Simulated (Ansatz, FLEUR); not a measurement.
## One calculation of GaN, 3 ways

```
CELL_PARAMETERS angstrom
0.00000 2.25350 2.25350
2.25350 0.00000 2.25350
2.25350 2.25350 0.00000
ATOMIC_POSITIONS crystal
Ga 0.00000 0.00000 0.00000
N 0.25000 0.25000 0.25000
```

The cell is a database's computed one, not the measured one.

Alike in all runs: task band structure; functional BLYP; k mesh 10 × 10 × 10; occupations fermi-dirac, width 0.05 eV; no spin polarisation; no spin-orbit coupling. Pressure is positive in compression and, in plane waves, holds the error of the finite cutoff, which Ansatz's Pulay term estimates and takes out. Gaps are the smaller of the mesh's and the band path's.

| program and potentials | plane-wave cutoff (eV) | notes | band gap (eV) | pressure (GPa) |
| --- | --- | --- | --- | --- |
| Ansatz, Ansatz PAW | 420 | potentials made for PBE, which Ansatz adapts in part; Pulay term of +0.63 GPa included | 1.82 | 10.59 |
| FLEUR, all-electron, FLAPW | - | - | 1.83 | - |
| Ansatz, all-electron LAPW, scalar-relativistic | - | - | 1.83 | 10.96 |

The band gap spans 1.82 (Ansatz, Ansatz PAW) to 1.83 eV (Ansatz, all-electron LAPW, scalar-relativistic), with all-electron results at 1.83. The pressure spans 10.59 (Ansatz, Ansatz PAW) to 10.96 GPa (Ansatz, all-electron LAPW, scalar-relativistic), with all-electron results at 10.96. Some sets were made for another functional than the one run, which can shift their rows. The cell lies far from this level's equilibrium.

Differences between rows come from potentials, basis sets and numerical settings, since the functional is the same but for its coding. Runs on potential files found faulty are left out.

The three calculations put the gap of zinc-blende GaN at 1.82 to 1.83 eV, so its size is a property of BLYP at this geometry rather than of the potentials or basis. It is far below the measured gap, as expected of a semilocal functional, whose Kohn-Sham gap lacks the derivative discontinuity. The Ga 3d states, which such functionals place too high, add to the error by repelling the N 2p valence-band top upwards.

The positive pressure, 10.96 GPa in the all-electron LAPW run, means that BLYP favours a larger cell, in line with its usual underbinding of solids. Compression raises the antibonding, largely cation-s conduction-band minimum relative to the N 2p valence-band top, so relaxing the lattice within BLYP would probably narrow the gap further. The fixed cell therefore likely hides part of the functional's gap error. The close agreement supports the numerical consistency of the gap, but not its use as an estimate of the optical absorption threshold.
